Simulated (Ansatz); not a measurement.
# Iridium, omega (AlB2-type) under PBE: ground state and equation of state, part 2 of 2

Aim: take iridium in the omega (AlB2-type) structure, relax it, solve it on a dense k-mesh, then scale the cell to 7 volumes from 88 to 112 % of the relaxed one and try a fit of the equation of state. The start is ferromagnetic. The k-meshes are 9×9×12 for the relaxation; 11×11×15 for the dense run; 11×11×15 for the volumes.

Ansatz 0.2.0; DFT, PBE, plane waves (420 eV) with PAW, scalar-relativistic. The steps go on from the part before.

## Step 9: At 108 % of the relaxed volume

Input file input.yaml:

```yaml
crystal:
  lattice:
    - [4.4925818493, 0.0, 0.0]
    - [-2.2462909246, 3.8906900101, 0.0]
    - [0.0, 0.0, 2.7724680618]
  atoms:
    - { symbol: Ir, position: [1.0, 0.0, 0.0], spin: 1.0 }
    - { symbol: Ir, position: [0.3333333333, 0.6666666667, 0.5], spin: 1.0 }
    - { symbol: Ir, position: [0.6666666667, 0.3333333333, 0.5], spin: 1.0 }
hamiltonian:
  xc: pbe
  pseudopotentials:
    kind: paw
    azcp:
      Ir: "pseudopotentials/Ir.paw.azcp"
basis:
  ecutwfc: 420
  fft_grid_basis: typed
kpoints:
  mp_grid: { grid: [11, 11, 15], shift: [0, 0, 0] }
magnetization:
  spin_polarized: true
scf:
  occupations: { method: fermi_dirac, width: 0.05 }
output:
  stress: true
```

The log of the run, cut to the lines that bear on the results:

```text
Warning: RAYON_NUM_THREADS=2 ignored (pool sized by the plan → 2); use --threads N
[...]
Pseudopotentials: kind: paw
Pseudopotential: Ir, paw, valence charge 17, recommended cutoff 420 eV (normal), <dir>
Functional definition: PBE
[...]
Crystal: 3 atoms, lattice volume = 48.461 Å³
Basis set: ecut = 420 eV, 939 PW (Γ)
Bands: 33, of which v1, the nominal top of the filled ones, is band 26 counted from 1 (25 counted from 0)
Symmetry: 24 space group operations
Space group: P6/mmm (ITA 191), of the structure as read, at distance tolerance 3.6e-5 Å
Magnetic group: BNS 191.233 (UNI 1463), of the structure as read, at distance tolerance 3.6e-5 Å
k-points: 128 of 1815
[...]
Starting moments: Σ|m| = 3 μB on 3 of 3 sites
[...]
SCF iter   1: F=—  HF=-35804.858266 eV  |F-HF|=—  |Δ(HF+E_count)|=         —  Δρ=5.04e-2 (↑5.04e-2 ↓2.59e-2)  dr2=8.67e-1  dr2_m=4.84e-1  M=0.780 μB ∫|m|=0.781 μB  β_m=0.30  ethr=1.69e-3  ⟨swp⟩=1.4  Hψ=38946  notcnv=0
[...]
SCF iter  11: F=-35804.698795 eV  HF=-35804.698795 eV  |F-HF|=3.64e-11  |Δ(HF+E_count)|=  3.49e-10  Δρ=2.91e-7 (↑2.91e-7 ↓2.04e-7)  dr2=5.94e-11  dr2_m=8.86e-12  M=-0.000 μB ∫|m|=0.000 μB  ethr=1.00e-12  ⟨swp⟩=1.0  Hψ=23876  notcnv=0
[...]
WARN: the starting moments were not kept: the SCF closed with an absolute magnetisation of 1.3e-5 μB, where they sum to 3 μB in size (3 sites). That is at most 0.1 of that sum. Measured as dr2_m measures the in/out step, that magnetisation stands 3.5e-11 eV from none, at or under the [...]
SCF converged after 11 iterations
Magnetization: -0.0000 μB (25.5000 up, 25.5000 down)
Absolute magnetization: 0.0000 μB (∫|ρ↑−ρ↓|, with the PAW one-centre terms)
Spin contamination: 0.0000 ħ² per cell (⟨S²⟩ above its minimum at these occupations)
Per-site moments (μB) at R_I (Å): [(-1.1120891639458155e-6, 1.1436430754925002), (-5.393629395532385e-6, 1.0699397527740173), (-5.3936293955270785e-6, 1.0699397527740173)]
Free energy (F): -35804.698795 eV
[...]
E sigma→0 (E₀):  -35804.675377 eV
Entropy (-TS):   -0.046836 eV (-15.612 meV/atom)
Fermi energy:    21.784739 eV
[...]
--- Stress (GPa, compression-positive) ---
      -20.966297      -0.000000       0.000000
       -0.000000     -20.966297      -0.000000
        0.000000      -0.000000     -19.304280
  P = ⅓ Tr σ = -20.4123 GPa (-204.123 kbar)
```

Wall time 16 s (2 threads of an Arm CPU, shared host); peak memory 0.5 GiB.

## Step 10: At 112 % of the relaxed volume

input.yaml, as its differences from that of step 9:

```diff
@@ -2,5 +2,5 @@
   lattice:
-    - [4.4925818493, 0.0, 0.0]
-    - [-2.2462909246, 3.8906900101, 0.0]
-    - [0.0, 0.0, 2.7724680618]
+    - [4.5473748329, 0.0, 0.0]
+    - [-2.2736874164, 3.9381421258, 0.0]
+    - [0.0, 0.0, 2.8062819804]
   atoms:
```

The log of the run, cut to the lines that bear on the results:

```text
Warning: RAYON_NUM_THREADS=2 ignored (pool sized by the plan → 2); use --threads N
[...]
[... 3 set-up lines as earlier in the session ...]
[...]
Crystal: 3 atoms, lattice volume = 50.255 Å³
Basis set: ecut = 420 eV, 963 PW (Γ)
Bands: 33, of which v1, the nominal top of the filled ones, is band 26 counted from 1 (25 counted from 0)
[... 1 set-up line as earlier in the session ...]
Space group: P6/mmm (ITA 191), of the structure as read, at distance tolerance 3.7e-5 Å
Magnetic group: BNS 191.233 (UNI 1463), of the structure as read, at distance tolerance 3.7e-5 Å
k-points: 128 of 1815
[...]
Starting moments: Σ|m| = 3 μB on 3 of 3 sites
[...]
SCF iter   1: F=—  HF=-35804.587814 eV  |F-HF|=—  |Δ(HF+E_count)|=         —  Δρ=4.76e-2 (↑4.76e-2 ↓2.40e-2)  dr2=8.48e-1  dr2_m=4.35e-1  M=0.879 μB ∫|m|=0.881 μB  β_m=0.30  ethr=1.66e-3  ⟨swp⟩=1.3  Hψ=38770  notcnv=0
[...]
Starting moments: Σ|m| = 9 μB on 3 of 3 sites
[...]
WARN: the starting moments were not kept: the SCF closed with an absolute magnetisation of 1.8e-5 μB, where they sum to 3 μB in size (3 sites). That is at most 0.1 of that sum. Measured as dr2_m measures the in/out step, that magnetisation stands 5.9e-11 eV from none, at or under the [...]
SCF converged after 12 iterations
Magnetization: -0.0000 μB (25.5000 up, 25.5000 down)
Absolute magnetization: 0.0000 μB (∫|ρ↑−ρ↓|, with the PAW one-centre terms)
Spin contamination: 0.0000 ħ² per cell (⟨S²⟩ above its minimum at these occupations)
Per-site moments (μB) at R_I (Å): [(-6.015525642521218e-6, 1.157591316915), (-5.803598711105788e-6, 1.0829890845979449), (-5.803598711068681e-6, 1.0829890845979449)]
Free energy (F): -35804.429643 eV
[...]
E sigma→0 (E₀):  -35804.404733 eV
Entropy (-TS):   -0.049821 eV (-16.607 meV/atom)
Fermi energy:    20.767492 eV
[...]
--- Stress (GPa, compression-positive) ---
      -28.148587      -0.000000       0.000000
        0.000000     -28.148587       0.000000
        0.000000       0.000000     -25.727009
  P = ⅓ Tr σ = -27.3414 GPa (-273.414 kbar)
```

Run time: 44 s. Hardware: 2 threads of an Arm CPU, shared host; peak memory 0.51 GiB.

## Step 11: Energy and pressure against volume

All volumes keep the relaxed shape and fractional coordinates.

```
V (Å³/atom)  E − E₀ (meV/atom)  P from the stress (GPa)  P from the fit (GPa)
     13.162              279.6                    56.98                 56.98
     13.760              113.3                    33.26                 33.13
     14.359               25.7                    14.63                 14.49
     14.957               -0.1                    -0.01                 -0.12
     15.555               22.7                   -11.47                -11.57
     16.154               83.4                   -20.41                -20.54
     16.752              173.6                   -27.34                -27.55
```

Fit (Birch-Murnaghan, third order): V₀ = 14.951 Å³/atom, B₀ = 323 GPa, B₀′ = 5.1, largest residual 0.08 meV/atom.

The fit is made to E(σ → 0), while the stress belongs to the free energy F; that is one source of the offset between the two pressures.

## Step 12: What came out

What follows sums up all 2 parts.

| quantity | value |
| --- | --- |
| space group (spins left aside) | P6/mmm (No. 191) |
| conventional cell | a = 4.379 Å, c = 2.702 Å (c/a = 0.617) |
| volume | 14.957 Å³/atom |
| shortest distance | 2.528 Å |
| gap on the mesh | none (levels filled in part) |
| magnetic state | non-magnetic |
| relative to fcc | +337 meV/atom |
| V₀, B₀, B₀′ | 14.951 Å³/atom, 323 GPa, 5.1 |

The relaxation enlarged the cell by 5.7 % in volume. It lies 337 meV/atom above the element's reference form at the same level (fcc, from a run of its own), so it is far from stable. The moments die out: the run ends non-magnetic. Levels at the Fermi energy are filled in part, as in a metal. The fitted modulus is 323 GPa, among the stiffest elements; letting shape and positions relax at each volume could only lower it. The symmetry was held, so the structure may be unstable against distortions that break it.
